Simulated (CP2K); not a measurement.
# Ge (Fd-3m) in CP2K: band structure with TB-mBJ

Aim: the band structure of Ge with TB-mBJ.

Everything below comes from runs of CP2K 2026.2. Logs are shortened: lines on timing, memory, paths and dates and some standing lists are left out, and cuts for length are marked.

**The experiment to reproduce.**

From “Temperature-dependent photoluminescence in Ge: experiment and theory”, 2020, arxiv:2003.00143, for a bulk crystal of Ge at 0 K: band gap 0.744 eV (indirect).

The runs below are set against these values where they give the same quantity.

## 1. Starting point

The structure is cubic, space group Fd-3m (No. 227). Conventional cell: a = 5.658 Å, b = 5.658 Å, c = 5.658 Å, α = 90.00°, β = 90.00°, γ = 90.00°. Ge (site symmetry -43m) is surrounded by 4 Ge at 2.45 Å.

## 2. Band structure, TB-mBJ

Input file ge_bands.inp:

```
&GLOBAL
  PROJECT ge_bands
  RUN_TYPE ENERGY
  PRINT_LEVEL LOW
&END GLOBAL
&FORCE_EVAL
  METHOD QS
  &DFT
    BASIS_SET_FILE_NAME BASIS_MOLOPT_UZH
    POTENTIAL_FILE_NAME POTENTIAL_UZH
    &MGRID
      CUTOFF 675
      REL_CUTOFF 60
      NGRIDS 5
    &END MGRID
    &QS
      METHOD GPW
      EPS_DEFAULT 1.0E-9
    &END QS
    &KPOINTS
      SCHEME MONKHORST-PACK 8 8 8
      GAMMA_CENTERED T
      SYMMETRY T
      SYMMETRY_BACKEND SPGLIB
    &END KPOINTS
    &SCF
      SCF_GUESS ATOMIC
      EPS_SCF 1.0E-6
      MAX_SCF 100
      ADDED_MOS 10
      CHOLESKY OFF
      EPS_EIGVAL 1.0E-7
      &DIAGONALIZATION ON
        ALGORITHM STANDARD
      &END DIAGONALIZATION
      &MIXING ON
        METHOD BROYDEN_MIXING
        ALPHA 0.4
        BETA 1.5
        NBUFFER 8
      &END MIXING
      &SMEAR ON
        METHOD FERMI_DIRAC
        ELECTRONIC_TEMPERATURE 300.56
      &END SMEAR
    &END SCF
    &XC
      &XC_FUNCTIONAL
        &MGGA_X_TB09
        &END MGGA_X_TB09
        &LDA_C_PW
        &END LDA_C_PW
      &END XC_FUNCTIONAL
    &END XC
    &PRINT
      &KPOINTS ON
      &END KPOINTS
      &MULLIKEN ON
      &END MULLIKEN
      &MO ON
        ENERGIES T
        OCCUPATION_NUMBERS T
        &EACH
          QS_SCF 0
        &END EACH
        ADD_LAST NUMERIC
      &END MO
      &BAND_STRUCTURE
        FILE_NAME bands.bs
        ADDED_MOS 2
        &KPOINT_SET
          UNITS B_VECTOR
          NPOINTS 6
          SPECIAL_POINT GAMMA 0.00000000 0.00000000 0.00000000
          SPECIAL_POINT X 0.50000000 0.00000000 0.50000000
          SPECIAL_POINT W 0.50000000 0.25000000 0.75000000
          SPECIAL_POINT K 0.37500000 0.37500000 0.75000000
          SPECIAL_POINT GAMMA 0.00000000 0.00000000 0.00000000
          SPECIAL_POINT L 0.50000000 0.50000000 0.50000000
          SPECIAL_POINT U 0.62500000 0.25000000 0.62500000
          SPECIAL_POINT W 0.50000000 0.25000000 0.75000000
          SPECIAL_POINT L 0.50000000 0.50000000 0.50000000
          SPECIAL_POINT K 0.37500000 0.37500000 0.75000000
        &END KPOINT_SET
        &KPOINT_SET
          UNITS B_VECTOR
          NPOINTS 6
          SPECIAL_POINT U 0.62500000 0.25000000 0.62500000
          SPECIAL_POINT X 0.50000000 0.00000000 0.50000000
        &END KPOINT_SET
      &END BAND_STRUCTURE
    &END PRINT
  &END DFT
  &SUBSYS
    &CELL
      A 4.0006828887 0.0000000000 0.0000000000
      B 2.0003414444 3.4646930141 0.0000000000
      C 2.0003414444 1.1548976714 3.2665439000
      PERIODIC XYZ
    &END CELL
    &COORD
      SCALED
      Ge  0.7500000000 0.7500000000 0.7500000000
      Ge  0.5000000000 0.5000000000 0.5000000000
    &END COORD
    &KIND Ge
      BASIS_SET DZVP-MOLOPT-PBE-GTH-q4
      POTENTIAL GTH-PBE-q4
    &END KIND
    &PRINT
      &ATOMIC_COORDINATES ON
      &END ATOMIC_COORDINATES
      &CELL ON
      &END CELL
    &END PRINT
  &END SUBSYS
  &PRINT
    &FORCES ON
    &END FORCES
  &END PRINT
&END FORCE_EVAL
```

Potentials or basis: POTENTIAL_UZH Ge GTH-PBE-q4; DZVP-MOLOPT-PBE-GTH basis.

Launch:

```console
$ OMP_NUM_THREADS=2 cp2k.psmp -i ge_bands.inp -o ge_bands.out
```

ge_bands.out:

```text

 CP2K| version string:                                       CP2K version 2026.2
 CP2K| Input file name                                              ge_bands.inp

 GLOBAL| Force Environment number                                              1
 GLOBAL| Basis set file name                                    BASIS_MOLOPT_UZH
 GLOBAL| Potential file name                                       POTENTIAL_UZH
 GLOBAL| MM Potential file name                                     MM_POTENTIAL
 GLOBAL| Coordinate file name                                      __STD_INPUT__
 GLOBAL| Method name                                                        CP2K
 GLOBAL| Project name                                                   ge_bands
 GLOBAL| Run type                                                         ENERGY
 GLOBAL| FFT library                                                       FFTW3
 GLOBAL| Diagonalization library                                       ScaLAPACK
 GLOBAL| Cholesky decomposition library                                ScaLAPACK
 GLOBAL| DGEMM library                                                      BLAS
 GLOBAL| Direct generalized diagonalization requested                          F
 GLOBAL| Matrix multiplication library                                 ScaLAPACK
 GLOBAL| Global print level                                                  LOW
 GLOBAL| Total number of message passing processes                             1
 GLOBAL| Number of threads for this process                                    2
 GLOBAL| CPU model name                                                  UNKNOWN

 CELL| Volume [angstrom^3]:                                            45.278016
 CELL| Vector a [angstrom]:       4.001     0.000     0.000   |a| =     4.000683
 CELL| Vector b [angstrom]:       2.000     3.465     0.000   |b| =     4.000683
 CELL| Vector c [angstrom]:       2.000     1.155     3.267   |c| =     4.000683
 CELL| Angle (b,c), alpha [degree]:                                    60.000000
 CELL| Angle (a,c), beta  [degree]:                                    60.000000
 CELL| Angle (a,b), gamma [degree]:                                    60.000000
 CELL| Numerically orthorhombic:                                              NO
 CELL| Periodicity                                                           XYZ

 CELL_REF| Volume [angstrom^3]:                                        45.278016
 CELL_REF| Vector a [angstrom     4.001     0.000     0.000   |a| =     4.000683
 CELL_REF| Vector b [angstrom     2.000     3.465     0.000   |b| =     4.000683
 CELL_REF| Vector c [angstrom     2.000     1.155     3.267   |c| =     4.000683
 CELL_REF| Angle (b,c), alpha [degree]:                                60.000000
 CELL_REF| Angle (a,c), beta  [degree]:                                60.000000
 CELL_REF| Angle (a,b), gamma [degree]:                                60.000000
 CELL_REF| Numerically orthorhombic:                                          NO
 CELL_REF| Periodicity                                                       XYZ
[... 9 lines left out ...]
 TOTAL NUMBERS AND MAXIMUM NUMBERS

  Total number of            - Atomic kinds:                                   1
                             - Atoms:                                          2
                             - Shell sets:                                     2
                             - Shells:                                        10
                             - Primitive Cartesian functions:                  8
                             - Cartesian basis functions:                     28
                             - Spherical basis functions:                     26

  Maximum angular momentum of the orbital basis functions:                     2

 MODULE QUICKSTEP: ATOMIC COORDINATES IN ANGSTROM

   Atom Kind Element         X             Y             Z       Z(eff)     Mass
      1    1 Ge   32      6.001024      3.464693      2.449908   4.0000  72.6400
      2    1 Ge   32      4.000683      2.309795      1.633272   4.0000  72.6400

 SCF PARAMETERS         Density guess:                                    ATOMIC
                        --------------------------------------------------------
                        max_scf:                                             100
[... 7 lines left out ...]
                        --------------------------------------------------------
                        level_shift [a.u.]:                             0.000000
                        added MOs                                        10    0
                        --------------------------------------------------------
                        Mixing method:                            BROYDEN_MIXING
                                                charge density mixing in g-space
                        --------------------------------------------------------
                        Smear method:                                FERMI_DIRAC
                        Electronic temperature [K]:                        300.6
[... 23 lines left out ...]
 BRILLOUIN|     6           0.02344       -0.37500       -0.37500        0.25000
[... 21 lines left out ...]
 BRILLOUIN|    28           0.00781        0.00000        0.00000        0.50000
 BRILLOUIN|    29           0.00586        0.00000        0.50000        0.50000
 *******************************************************************************

 Extrapolation method: initial_guess

 Number of electrons:                                                          8
 Number of occupied orbitals:                                                  4
 Number of molecular orbitals:                                                14

 Number of orbital functions:                                                 26
 Number of independent orbital functions:                                     26

 SCF WAVEFUNCTION OPTIMIZATION

  Step     Update method      Time    Convergence         Total energy    Change
  ------------------------------------------------------------------------------
     1 NoMix/Diag. 0.40E+00    1.6     0.61831758        -6.0368764962 -6.04E+00
     2 Broy./Diag. 0.40E+00    1.7     0.07190736        -5.8941703535  1.43E-01
     3 Broy./Diag. 0.40E+00    1.8     0.12402665        -5.7098599404  1.84E-01
     4 Broy./Diag. 0.40E+00    1.8     0.07251270        -5.8677151076 -1.58E-01
     5 Broy./Diag. 0.40E+00    1.8     0.01755082        -5.8427297933  2.50E-02
     6 Broy./Diag. 0.40E+00    1.8     0.00616343        -5.8612375687 -1.85E-02
     7 Broy./Diag. 0.40E+00    1.8     0.00310882        -5.8690725062 -7.83E-03
     8 Broy./Diag. 0.40E+00    1.8     0.00247742        -5.8709517397 -1.88E-03
     9 Broy./Diag. 0.40E+00    1.8     0.00084739        -5.8721289072 -1.18E-03
    10 Broy./Diag. 0.40E+00    1.9     0.00007426        -5.8719533358  1.76E-04
    11 Broy./Diag. 0.40E+00    1.8     0.00008951        -5.8719678680 -1.45E-05
    12 Broy./Diag. 0.40E+00    1.8     0.00005482        -5.8719007753  6.71E-05
    13 Broy./Diag. 0.40E+00    1.8     0.00001012        -5.8718951988  5.58E-06
    14 Broy./Diag. 0.40E+00    1.8     0.00000382        -5.8718924793  2.72E-06
    15 Broy./Diag. 0.40E+00    1.9     0.00000525        -5.8718876128  4.87E-06
    16 Broy./Diag. 0.40E+00    1.8     0.00000063        -5.8718839505  3.66E-06

  *** SCF run converged in    16 steps ***

  Electronic density on regular grids:         -8.0000000000        0.0000000000
  Core density on regular grids:                7.9999999738       -0.0000000262
  Total charge density on r-space grids:       -0.0000000261
  Total charge density g-space grids:          -0.0000000261

  Overlap energy of the core charge distribution:               0.00000001912839
  Self energy of the core charge distribution:                -16.70301879784742
  Core Hamiltonian energy:                                      3.91880613937811
  Hartree energy:                                               7.27900721133508
  Exchange-correlation energy:                                 -0.36667852201477
  Electronic entropic energy:                                  -0.00000000045704
  Fermi energy:                                                 0.16347060487904

  Total energy:                                                -5.87188395047764
  Total energy (extrapolated to T->0):                         -5.87188395024912

 MO| EIGENVALUES AND OCCUPATION NUMBERS FOR K POINT 1
 MO|
 MO|  Index      Eigenvalue [a.u.]        Eigenvalue [eV]             Occupation
 MO|      1              -0.249039              -6.776702               2.000000
 MO|      2              -0.085693              -2.331826               2.000000
 MO|      3               0.105986               2.884035               2.000000
 MO|      4               0.105987               2.884040               2.000000
 MO|      5               0.181654               4.943047               0.000000
 MO|      6               0.301220               8.196622               0.000000
 MO|      7               0.301221               8.196648               0.000000
 MO|      8               0.464608              12.642618               0.000000
 MO|      9               0.577940              15.726546               0.000000
 MO|     10               0.577940              15.726553               0.000000
 MO|     11               0.630376              17.153411               0.000000
 MO|     12               0.775634              21.106067               0.000000
 MO|     13               0.779567              21.213098               0.000000
[... 263 lines left out ...]
 MO|      4               0.076144               2.071976               2.000000
 MO|      5               0.256231               6.972406               0.000000
 MO|      6               0.290337               7.900472               0.000000
 MO|      7               0.350638               9.541333               0.000000
 MO|      8               0.396639              10.793109               0.000000
 MO|      9               0.556039              15.130597               0.000000
 MO|     10               0.561904              15.290195               0.000000
 MO|     11               0.695968              18.938261               0.000000
 MO|     12               0.745632              20.289683               0.000000
 MO|     13               0.823470              22.407748               0.000000
 MO|     14               0.874990              23.809695               0.000000
 MO| Sum:                                                               8.000000
 MO| E(Fermi):            0.163471 a.u.          4.448261 eV
 MO| Band gap:            0.180087 a.u.          4.900429 eV

 [... the levels of further k-points ...]

 !-----------------------------------------------------------------------------!
                     Mulliken Population Analysis

 #  Atom  Element  Kind  Atomic population                           Net charge
       1     Ge       1          4.000000                              0.000000
       2     Ge       1          4.000000                             -0.000000
 # Total charge                              8.000000                 -0.000000

 !-----------------------------------------------------------------------------!

 KPOINTS| Band Structure Calculation
 KPOINTS| Number of k-point sets                                               2
 KPOINTS| Number of added MOs/bands                                            2
 KPOINTS| Number of k-points in set    1                                      55
 KPOINTS| In units of b-vector [2pi/Bohr]
 KPOINTS| Special point     1       GAMMA     0.000000     0.000000     0.000000
 KPOINTS| Special point     2           X     0.500000     0.000000     0.500000
 KPOINTS| Special point     3           W     0.500000     0.250000     0.750000
 KPOINTS| Special point     4           K     0.375000     0.375000     0.750000
 KPOINTS| Special point     5       GAMMA     0.000000     0.000000     0.000000
 KPOINTS| Special point     6           L     0.500000     0.500000     0.500000
 KPOINTS| Special point     7           U     0.625000     0.250000     0.625000
 KPOINTS| Special point     8           W     0.500000     0.250000     0.750000
 KPOINTS| Special point     9           L     0.500000     0.500000     0.500000
 KPOINTS| Special point    10           K     0.375000     0.375000     0.750000
 KPOINTS| Number of k-points in set    2                                       7
 KPOINTS| In units of b-vector [2pi/Bohr]
 KPOINTS| Special point     1           U     0.625000     0.250000     0.625000
 KPOINTS| Special point     2           X     0.500000     0.000000     0.500000

 ENERGY| Total FORCE_EVAL ( QS ) energy [hartree]             -5.871883950477641
```

It took 31 s on 2 threads of Arm Neoverse N1, shared host; peak memory 0.33 GiB.

What came out:

```yaml
Band_gap_on_the_k_mesh: 0.71 eV, indirect (least direct gap 0.94 eV)
Band_gap_along_the_path: 0.71 eV, indirect (least direct gap 0.94 eV)
```

Levels at the corners of the path, in eV from the valence-band top:
```
point  band 2  band 3  band 4  band 5  band 6  band 7
    Γ    0.00    0.00    0.00    0.94    2.88    2.88
    X   -8.56   -3.00   -3.00    0.99    0.99   10.45
    W   -8.46   -3.84   -3.84    4.85    4.85    5.05
    K   -7.99   -4.26   -2.56    1.44    4.48    8.08
    Γ    0.00    0.00    0.00    0.94    2.88    2.88
    L   -7.37   -1.35   -1.35    0.71    4.04    4.04
    U   -7.99   -4.26   -2.56    1.44    4.48    8.08
    W   -8.46   -3.84   -3.84    4.85    4.85    5.05
    L   -7.37   -1.35   -1.35    0.71    4.04    4.04
    K   -7.99   -4.26   -2.56    1.44    4.48    8.08
    U   -7.99   -4.26   -2.56    1.44    4.48    8.08
    X   -8.56   -3.00   -3.00    0.99    0.99   10.45
```

Caveat: this is a model potential without an energy functional, so only levels have meaning; the basis of atomic orbitals isn't converged, which shifts pressures, moduli and gaps.

## 3. Comparison with measurements

Step 2. Measured gap of Ge: 0.744 eV (indirect; 0 K; “Temperature-dependent photoluminescence in Ge: experiment and theory”, 2020, arxiv:2003.00143). This calculation gives 0.71 eV (-0.04 eV). 2 values of this kind are on record (0.666 to 0.744 eV); this one was drawn at random. Spin-orbit coupling on Ge is left out. The value is that of TB-mBJ in an atomic basis (POTENTIAL_UZH Ge GTH-PBE-q4; DZVP-MOLOPT-PBE-GTH basis), whose error adds to the functional's,, without temperature or zero-point motion.
